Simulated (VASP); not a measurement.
Here is a VASP 6.6.1 calculation.

Contents of INCAR:

```
  ALGO = Fast
  EDIFF = 1E-6
  EDIFFG = -0.03
  ENCUT = 520
  GGA = PE
  IBRION = 2
  ISIF = 2
  ISMEAR = -1
  LASPH = T
  LCHARG = F
  LREAL = F
  LWAVE = F
  NELM = 100
  NSW = 60
  PREC = Accurate
  SIGMA = 0.02
```

Contents of KPOINTS:

```
k-points
0
Gamma
  1 1 1
```

The input POSCAR:

```
N
1.0
    9.0000000000      0.0000000000      0.0000000000
    0.0000000000      9.5000000000      0.0000000000
    0.0000000000      0.0000000000     10.0000000000
N
2
Direct
    0.5000000000      0.5000000000      0.4445000000
    0.5000000000      0.5000000000      0.5555000000
```

Potentials or basis: VASP PAW PBE potentials, release 64 (N).

Command:

```sh
$ cat potpaw_PBE.64/N/POTCAR > POTCAR
$ mpirun -np 1 vasp_gam > vasp.out
```

(1) What does it give for the gap between the frontier levels?

(2) Estimate the energy gained by relaxing.

## Answers

(1) 8.07 eV.

(2) 0.4 meV/atom.

Caveat: the standard files for N, O and F lose accuracy on very short bonds.
